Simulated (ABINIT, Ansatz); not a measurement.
# BaS (Fm-3m): third-order response, part 2 of 3

Which lines does BaS (Fm-3m) show in Raman and infrared spectra?

ABINIT 10.8.3; DFT LDA, scalar-relativistic, plane waves, PseudoDojo norm-conserving pseudopotentials.

So far. Step 3 (Relaxing the cell and atoms): The volume changes by -4.7 % in this run and stands -4.7 % from the first cell. The relaxed cell has a = 6.285 Å (conventional setting).

**6. Linear response at Γ**

The derivative of the wavefunctions by k comes first, since the response to a field is built on it; then the field and the displacements that symmetry doesn't supply are solved at q = 0. By the 2n+1 theorem the first-order wavefunctions also give third derivatives: Raman tensors and the non-linear susceptibility.

It reads the wavefunctions written in step 4.

dfpt_gamma.abi reads:

```
ndtset 3

# common to the responses
getwfk_filepath "gso_WFK"
kptopt 2
nqpt 1
qpt 0.0 0.0 0.0
asr 0
chneut 0

# d/dk
rfelfd1 2
rfdir1 1 1 1
iscf1 -3
tolwfr1 1.0d-20

# displacements, field
rfphon2 1
rfatpol2 1 2
rfdir2 1 1 1
rfelfd2 3
getddk2 1
tolvrs2 1.0d-10
prepanl2 1
prtden2 1

# third order
optdriver3 5
getden_filepath3 "gso_DEN"
get1den3 2
get1wf3 2
getddk3 1
d3e_pert1_elfd3 1
d3e_pert1_phon3 1
d3e_pert1_atpol3 1 2
d3e_pert1_dir3 1 1 1
d3e_pert2_elfd3 1
d3e_pert2_dir3 1 1 1
d3e_pert3_elfd3 1
d3e_pert3_dir3 1 1 1
usepead3 1
tolvrs3 1.0d-10

# basis, mesh and filling
ecut 21.5
ngkpt 4 4 4
nshiftk 4
shiftk 
    0.5 0.5 0.5
    0.5 0.0 0.0
    0.0 0.5 0.0
    0.0 0.0 0.5
istwfk *1
occopt 1
nband 8
nstep 100
diemac 9.0
prtebands 0
prtgsr 0

# cell and atoms
acell 8.398720557 8.398720557 8.398720557
rprim 
    -0.7071067812 0.0 0.7071067812
    0.0 0.7071067812 0.7071067812
    -0.7071067812 0.7071067812 0.0
ntypat 2
znucl 56 16
natom 2
typat 1 2
xred 
    0.0 0.0 0.0
    0.5 0.5 0.5
pp_dirpath "./pseudo"
pseudos "Ba.upf, S.upf"
```

Started as:

```sh
OMP_NUM_THREADS=1 mpirun -n 2 abinit dfpt_gamma.abi > dfpt_gamma.log
```

Numbers of over 12 decimals in the logs are rounded to 6 here.

dfpt_gamma.abo, the main output file:

```text
[banners, grids, parts of the stress and lines that vanish by symmetry left out]
- input  file    -> dfpt_gamma.abi
- output file    -> dfpt_gamma.abo
- root for input  files -> dfpt_gammai
[...]
DATASET    1 : space group Fm -3 m (#225); Bravais cF (face-center cubic)
[...]
nfft =       46656          nkpt =         128
[...]
DATASET    2 : space group Fm -3 m (#225); Bravais cF (face-center cubic)
[...]
nfft =       46656          nkpt =         128
[...]
DATASET    3 : space group Fm -3 m (#225); Bravais cF (face-center cubic)
[...]
mpw =        2003          nfft =       46656          nkpt =         128
[...]
== DATASET  1 ==================================================================
[...]
cutoff_energies: {ecut:  21.5, pawecutdg:  -1.0, }
[...]
- 16.00000   6.00000  180309                  znucl, zion, pspdat
[...]
Perturbation : derivative vs k along direction   1
[...]
-ETOT  1  -14.014692812273     -1.401E+01 6.842E-02 0.000E+00
 ETOT  2  -14.032503752955     -1.781E-02 1.212E-03 0.000E+00
 ETOT  3  -14.032633277047     -1.295E-04 1.356E-05 0.000E+00
 ETOT  4  -14.032635027477     -1.750E-06 4.003E-07 0.000E+00
 ETOT  5  -14.032635057291     -2.981E-08 5.907E-09 0.000E+00
[...]
At SCF step   13   max residual=  9.99E-21 < tolwfr=  1.00E-20 =>converged.
[...]
Perturbation : derivative vs k along direction   2
[...]
-ETOT  1  -14.014692812056     -1.401E+01 6.842E-02 0.000E+00
[...]
At SCF step   13   max residual=  9.99E-21 < tolwfr=  1.00E-20 =>converged.
[...]
Perturbation : derivative vs k along direction   3
[...]
-ETOT  1  -14.014692811840     -1.401E+01 6.842E-02 0.000E+00
[...]
At SCF step   13   max residual=  9.99E-21 < tolwfr=  1.00E-20 =>converged.
[...]
1        1       1.9694104826   -0.0000000000
     1        2      -0.9847052413    0.0000000000
     1        3      -0.9847052413    0.0000000000
     2        1      -0.9847052413    0.0000000000
     2        2       1.9694104826    0.0000000000
     2        3       0.9847052413    0.0000000000
     3        1      -0.9847052413    0.0000000000
     3        2       0.9847052413    0.0000000000
     3        3       1.9694104826   -0.0000000000
[...]
== DATASET  2 ==================================================================
[...]
cutoff_energies: {ecut:  21.5, pawecutdg:  -1.0, }
[...]
Perturbation : displacement of atom   1   along direction   1
[...]
-ETOT  1   2.186472     -9.062E+02 1.827E+00 4.309E+02
[...]
At SCF step   10       vres2   =  2.47E-13 < tolvrs=  1.00E-10 =>converged.
[...]
Perturbation : displacement of atom   2   along direction   1
[...]
-ETOT  1   2.862051     -5.040E+02 1.994E+00 2.248E+03
[...]
At SCF step    9       vres2   =  1.42E-11 < tolvrs=  1.00E-10 =>converged.
[...]
Perturbation : homogeneous electric field along direction   1
[...]
-ETOT  1  -101.90153466690     -1.019E+02 2.888E+00 2.454E+04
[...]
At SCF step    9       vres2   =  6.08E-11 < tolvrs=  1.00E-10 =>converged.
[...]
Perturbation : homogeneous electric field along direction   2
[...]
-ETOT  1  -101.90153466516     -1.019E+02 2.888E+00 2.454E+04
[...]
At SCF step    9       vres2   =  6.08E-11 < tolvrs=  1.00E-10 =>converged.
[...]
Perturbation : homogeneous electric field along direction   3
[...]
-ETOT  1  -101.90153466341     -1.019E+02 2.888E+00 2.454E+04
[...]
ETOT  8  -114.90634045444     -3.114E-10 4.795E-12 2.252E-08
 ETOT  9  -114.90634045445     -8.754E-12 4.111E-14 6.081E-11
 At SCF step    9       vres2   =  6.08E-11 < tolvrs=  1.00E-10 =>converged.
[...]
Dielectric tensor, in cartesian coordinates,
[...]
1    4   1    4         5.1058655837        -0.0000000000
   1    4   2    4         0.0000000000        -0.0000000000
   1    4   3    4         0.0000000000        -0.0000000000
   2    4   1    4         0.0000000000        -0.0000000000
   2    4   2    4         5.1058655837        -0.0000000000
   2    4   3    4        -0.0000000000        -0.0000000000
   3    4   1    4         0.0000000000        -0.0000000000
   3    4   2    4        -0.0000000000        -0.0000000000
   3    4   3    4         5.1058655837        -0.0000000000
  Effective charges, in cartesian coordinates,
[...]
1    1   1    4         2.6263152331         0.0000000000
   2    1   1    4         0.0000000000         0.0000000000
   3    1   1    4        -0.0000000000         0.0000000000
   1    2   1    4        -2.5899908501         0.0000000000
   2    2   1    4        -0.0000000000         0.0000000000
[...]
Effective charges, in cartesian coordinates,
[...]
2    4   1    2        -0.0000000000         0.0000000000
   3    4   1    2         0.0000000000         0.0000000000
   1    4   2    2        -0.0000000000         0.0000000000
   2    4   2    2        -2.5899908111         0.0000000000
   3    4   2    2         0.0000000000         0.0000000000
   1    4   3    2         0.0000000000         0.0000000000
   2    4   3    2        -0.0000000000         0.0000000000
   3    4   3    2        -2.5899908111         0.0000000000
  Phonon wavevector (reduced coordinates) :  0.00000  0.00000  0.00000
 Phonon energies in Hartree :
[...]
Phonon frequencies in cm-1    :
-  1.597324E-01  1.597327E-01  1.597335E-01  1.540467E+02  1.540467E+02
-  1.540467E+02
  Phonon at Gamma, with non-analyticity in the
[...]
Phonon energies in Hartree :
[...]
Phonon frequencies in cm-1    :
-  1.597324E-01  1.597327E-01  6.887249E-01  1.540467E+02  1.540467E+02
-  2.529913E+02
  Phonon at Gamma, with non-analyticity in the
[...]
Phonon energies in Hartree :
[...]
Phonon frequencies in cm-1    :
-  1.597324E-01  1.597335E-01  6.887247E-01  1.540467E+02  1.540467E+02
-  2.529913E+02
  Phonon at Gamma, with non-analyticity in the
[...]
Phonon energies in Hartree :
[...]
Phonon frequencies in cm-1    :
-  1.597327E-01  1.597335E-01  6.887246E-01  1.540467E+02  1.540467E+02
-  2.529913E+02
[...]
== DATASET  3 ==================================================================
[...]
cutoff_energies: {ecut:  21.5, pawecutdg:  -1.0, }
[...]
1          1       -0.000000000       -0.000000000       -0.000000000
[...]
1          2       -0.000000000       -0.000000000       -0.000000000
[...]
1          3       -0.000000000       -0.000000000       -0.000000000
[...]
2          1       -0.000000000       -0.000000000       -0.000000000
[...]
2          2       -0.000000000       -0.000000000       -0.000000000
[...]
2          3       -0.000000000       -0.000000000       -0.000000000
[...]
strten2     0.0000000000E+00  0.0000000000E+00  0.0000000000E+00
           strten3     0.0000000000E+00  0.0000000000E+00  0.0000000000E+00
================================================================================
```

Elapsed: 7.3 min, on 2 MPI ranks of Arm Neoverse N1, shared host.

Numbers from this step:

| Property | Result |
| --- | --- |
| miss of the charge sum rule | 0.03632 e |
| largest acoustic frequency at the zone centre before the sum rule | 0.16 cm⁻¹ |
| highest optical zone-centre mode (no LO-TO term) | 154.1 cm⁻¹ |
| lowest optical zone-centre mode | 154.1 cm⁻¹ |
| mean high-frequency dielectric constant | 5.106 |
| largest Born charge in size (third of the trace) | 2.626 e |

Born charge (rows field, columns displacement), before the sum rule (e), principal values of the symmetric part by kind of site:

```tsv
atom	atoms with these values	low	middle	high	mean
Ba1	1	2.63	2.63	2.63	2.63
S2	1	-2.59	-2.59	-2.59	-2.59
```

In full for S2:

```
-2.59  0.00  0.00
 0.00 -2.59  0.00
 0.00  0.00 -2.59
```

High-frequency dielectric tensor:

```
5.11 0.00 0.00
0.00 5.11 0.00
0.00 0.00 5.11
```

The acoustic modes at Γ come out as far as 0.2 cm⁻¹ from zero, where they should vanish, a small numerical error; the Born charges miss their sum rule by 0.036 e, which is fair.

**7. Modes with the sum rule**

anaddb reads the merged derivatives, imposes the acoustic sum rule and charge neutrality, and adds the LO-TO term along chosen directions.

anaddb.abi reads:

```
ddb_filepath "gamma_DDB"
output_file "anaddb.abo"
outdata_prefix "anaddb"
asr 1
chneut 1
enunit 2
eivec 1
nph1l 1
qph1l 0.0 0.0 0.0 1.0
dieflag 1
nph2l 3
qph2l 
    1.0 0.0 0.0 0.0
    0.0 0.0 1.0 0.0
    1.0 1.0 1.0 0.0
nlflag 1
ramansr 1
alphon 1
prtmbm 1
```

mrgddb.in reads:

```
gamma_DDB
merged
3
dfpt_gammao_DS2_DDB
dfpt_gammao_DS3_DDB
gso_DDB
```

Started as:

```sh
mrgddb < mrgddb.in > mrgddb.log
OMP_NUM_THREADS=1 anaddb anaddb.abi > anaddb.log
```

anaddb.abo, the main output file:

```text
[banners, grids, parts of the stress and lines that vanish by symmetry left out]
-outvars_anaddb: echo values of input variables ----------------------

 Flags :
[...]
Dielectric Tensor and Effective Charges
[...]
Effective charge tensors after
[...]
1          1       -0.000000000       -0.000000000       -0.000000000
[...]
1          2       -0.000000000       -0.000000000       -0.000000000
[...]
1          3       -0.000000000       -0.000000000       -0.000000000
[...]
2          1       -0.000000000       -0.000000000       -0.000000000
[...]
2          2       -0.000000000       -0.000000000       -0.000000000
[...]
2          3       -0.000000000       -0.000000000       -0.000000000
[...]
Phonon wavevector (reduced coordinates) :  0.00000  0.00000  0.00000
 Phonon energies in Hartree :
[...]
Phonon energies in meV     :
-  0.000000E+00  0.000000E+00  0.000000E+00  1.909931E+01  1.909931E+01
-  1.909931E+01
 Phonon frequencies in cm-1    :
-  0.000000E+00  0.000000E+00  0.000000E+00  1.540463E+02  1.540463E+02
-  1.540463E+02
 Phonon frequencies in Thz     :
-  0.000000E+00  0.000000E+00  0.000000E+00  4.618192E+00  4.618192E+00
-  4.618192E+00
 Phonon energies in Kelvin  :
-  0.000000E+00  0.000000E+00  0.000000E+00  2.216382E+02  2.216382E+02
-  2.216382E+02
[...]
-  1  0.00000000E+00  0.00000000E+00  1.79958436E-03
-     0.00000000E+00  0.00000000E+00  0.00000000E+00
-  2  0.00000000E+00  0.00000000E+00  1.79958457E-03
-     0.00000000E+00  0.00000000E+00  0.00000000E+00
[...]
-  1  0.00000000E+00 -1.79958436E-03  0.00000000E+00
-     0.00000000E+00  0.00000000E+00  0.00000000E+00
-  2  0.00000000E+00 -1.79958457E-03  0.00000000E+00
-     0.00000000E+00  0.00000000E+00  0.00000000E+00
[...]
-  1  1.79958436E-03  0.00000000E+00  0.00000000E+00
-     0.00000000E+00  0.00000000E+00  0.00000000E+00
-  2  1.79958457E-03  0.00000000E+00  0.00000000E+00
-     0.00000000E+00  0.00000000E+00  0.00000000E+00
[...]
-  1  0.00000000E+00  0.00000000E+00  8.69594310E-04
-     0.00000000E+00  0.00000000E+00  0.00000000E+00
-  2  0.00000000E+00  0.00000000E+00 -3.72415529E-03
-     0.00000000E+00  0.00000000E+00  0.00000000E+00
[...]
-  1  0.00000000E+00  8.69594309E-04  0.00000000E+00
-     0.00000000E+00  0.00000000E+00  0.00000000E+00
-  2 -1.20865959E-07 -3.72415528E-03  0.00000000E+00
-     0.00000000E+00  0.00000000E+00  0.00000000E+00
[...]
-  1  8.69594309E-04  0.00000000E+00  0.00000000E+00
-     0.00000000E+00  0.00000000E+00  0.00000000E+00
-  2 -3.72415529E-03  1.20866887E-07  0.00000000E+00
-     0.00000000E+00  0.00000000E+00  0.00000000E+00
[...]
-     1         -0.000000     0.000000    -0.000000     0.000000
-     2         -0.000000     0.000000    -0.000000     0.000000
-     3         -0.000000     0.000000    -0.000000     0.000000
-     4         -0.000000     0.000000     3.132886     3.132886
-     5          0.000000     3.132886    -0.000000     3.132886
-     6          3.132886     0.000000    -0.000000     3.132886
[...]
-   1     Real    0.0000E+00  0.0000E+00  0.0000E+00  0.0000E+00  0.0000E+00  0.0000E+00  0.0000E+00
[...]
-   2     Real    0.0000E+00  0.0000E+00  0.0000E+00  0.0000E+00  0.0000E+00  0.0000E+00  0.0000E+00
[...]
-   3     Real    0.0000E+00  0.0000E+00  0.0000E+00  0.0000E+00  0.0000E+00  0.0000E+00  0.0000E+00
[...]
-   4     Real    0.0000E+00  0.0000E+00  1.4355E-04  0.0000E+00  0.0000E+00  0.0000E+00  1.4355E-04
[...]
-   5     Real    0.0000E+00  1.4355E-04  0.0000E+00  0.0000E+00  0.0000E+00  0.0000E+00  1.4355E-04
[...]
-   6     Real    1.4355E-04  0.0000E+00  0.0000E+00  0.0000E+00  0.0000E+00  0.0000E+00  1.4355E-04
[...]
-         0.000000000       0.000000000       0.000000000
-         0.000000000       0.000000000       0.000000000
[...]
Phonon at Gamma, with non-analyticity in the
[...]
Phonon energies in Hartree :
[...]
Phonon energies in meV     :
-  0.000000E+00  0.000000E+00  0.000000E+00  1.909931E+01  1.909931E+01
-  3.145255E+01
 Phonon frequencies in cm-1    :
-  0.000000E+00  0.000000E+00  0.000000E+00  1.540463E+02  1.540463E+02
-  2.536819E+02
 Phonon frequencies in Thz     :
-  0.000000E+00  0.000000E+00  0.000000E+00  4.618192E+00  4.618192E+00
-  7.605193E+00
 Phonon energies in Kelvin  :
-  0.000000E+00  0.000000E+00  0.000000E+00  2.216382E+02  2.216382E+02
-  3.649917E+02
[...]
-  1  0.00000000E+00  0.00000000E+00  1.79958436E-03
[...]
-  2  0.00000000E+00  0.00000000E+00  1.79958457E-03
[...]
Phonon at Gamma, with non-analyticity in the
[...]
Phonon energies in Hartree :
[...]
Phonon energies in meV     :
-  0.000000E+00  0.000000E+00  0.000000E+00  1.909931E+01  1.909931E+01
-  3.145255E+01
 Phonon frequencies in cm-1    :
-  0.000000E+00  0.000000E+00  0.000000E+00  1.540463E+02  1.540463E+02
-  2.536819E+02
 Phonon frequencies in Thz     :
-  0.000000E+00  0.000000E+00  0.000000E+00  4.618192E+00  4.618192E+00
-  7.605193E+00
 Phonon energies in Kelvin  :
-  0.000000E+00  0.000000E+00  0.000000E+00  2.216382E+02  2.216382E+02
-  3.649917E+02
[...]
Phonon at Gamma, with non-analyticity in the
[...]
Phonon energies in Hartree :
[...]
Phonon energies in meV     :
-  0.000000E+00  0.000000E+00  0.000000E+00  1.909931E+01  1.909931E+01
-  3.145255E+01
 Phonon frequencies in cm-1    :
-  0.000000E+00  0.000000E+00  0.000000E+00  1.540463E+02  1.540463E+02
-  2.536819E+02
 Phonon frequencies in Thz     :
-  0.000000E+00  0.000000E+00  0.000000E+00  4.618192E+00  4.618192E+00
-  7.605193E+00
 Phonon energies in Kelvin  :
-  0.000000E+00  0.000000E+00  0.000000E+00  2.216382E+02  2.216382E+02
-  3.649917E+02
[...]
-  1  0.00000000E+00 -1.79958435E-03  0.00000000E+00
[...]
-  2  0.00000000E+00 -1.79958453E-03  0.00000000E+00
[...]
-  1  1.79958436E-03  0.00000000E+00  0.00000000E+00
[...]
-  2  1.79958453E-03  0.00000000E+00  0.00000000E+00
[...]
-  1  1.02476837E-04  5.57219473E-04 -6.59696310E-04
[...]
-  2 -4.38870919E-04 -2.38636778E-03  2.82523870E-03
[...]
-  1  7.02586654E-04 -4.40040871E-04 -2.62545783E-04
[...]
-  2 -3.00892241E-03  1.88453457E-03  1.12438784E-03
[...]
-         0.000000000       0.000000000       0.000000000
-         0.000000000       0.000000000       0.000000000
[...]
-         0.000000000       0.000000000       0.000000000
-         0.000000000       0.000000000       0.000000000
-         0.000000000       0.000000000       0.000000000
[...]
-         0.000000000       0.000000000       0.000000000
-         0.000000000       0.000000000       0.000000000
-         0.000000000       0.000000000       0.000000000
[...]
Direction                     Dielectric constant
[...]
0.00000   0.00000   1.00000     13.84668989
   1.00000   1.00000   1.00000     13.84668989
-
```

Wall time 1.5 s (1 thread).

Numbers from this step:

- mean static dielectric constant: 13.85
- highest mode moved by the LO-TO term: 253.7 cm⁻¹

No LO-TO term; unit eigenvectors of the mass-weighted matrix, from anaddb's displacements. Modes at Γ, with each element's share of the kinetic energy:

```tsv
mode	frequency (cm⁻¹)	symmetry	Ba %	S %
1	0.0	acoustic	81	19
2	0.0	acoustic	81	19
3	0.0	acoustic	81	19
4	154.0	T1u	19	81
5	154.0	T1u	19	81
6	154.0	T1u	19	81
```

Displacements in mode 4 (154.0 cm⁻¹), the largest set to 1:
```
Ba1  0.00  0.00  0.23
S2   0.00  0.00 -1.00
```

Trace of the oscillator strength, degenerate modes summed. Lines of the infrared spectrum (strongest = 100):

```tsv
position (cm⁻¹)	lines merged	IR intensity, relative
154	3	100
```

Static dielectric tensor (ions relaxed, fixed cell):

```
13.85  0.00  0.00
 0.00 13.85  0.00
 0.00  0.00 13.85
```

The rule moves no optical mode by more than 0.1 cm⁻¹.

[end of part 2 of 3]

[Host names and launcher messages were left out of these logs when they were recorded.]

[Logs are printed without paths, hosts, clocks, repeated set-up lines and the standing remarks that a program may print on its own settings, such as how far it seeks lower states.]

[Hosts, paths, dates, database ids (printed as entryN), source tags and the programs' standing remarks are cut or masked in the printed files.]
